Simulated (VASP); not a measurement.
Here is a VASP 6.6.1 calculation.

Contents of INCAR:

```
  ALGO = Fast
  EDIFF = 1E-6
  ENCUT = 520
  GGA = PE
  ISIF = 2
  ISMEAR = 0
  IVDW = 12
  LASPH = True
  LCHARG = False
  LREAL = False
  LWAVE = False
  NBANDS = 8
  NELM = 60
  PREC = Accurate
  SIGMA = 0.15
```

The input KPOINTS:

```
k-points
0
Gamma
  33 33 14
```

POSCAR

```
B
1.0
    1.7875552546      0.0000000000      0.0000000000
   -0.8937776273      1.5480682611      0.0000000000
    0.0000000000      0.0000000000      3.6354228500
B
1
Direct
    0.0000000000      0.0000000000      0.0000000000
```

Potentials or basis: VASP PAW PBE potentials, release 64 (B).

Launch:

```sh
$ cat potpaw_PBE.64/B/POTCAR > POTCAR
$ mpirun -np 1 vasp_std > vasp.out
```

**Question.** What does it give for the dispersion energy per atom?

**Answer.** -0.143 eV.

**Question.** Predict the pressure.

**Answer.** -21.6 GPa.

Stress tensor (GPa, compression positive):
```
-31.58   0.00   0.00
  0.00 -31.58   0.00
  0.00   0.00  -1.61
```

Caveat: so large a pressure means that the cell lies far from this level's equilibrium, or that cutoff or potentials fall short; pairwise dispersion overbinds metals, which lowers pressure and volume.
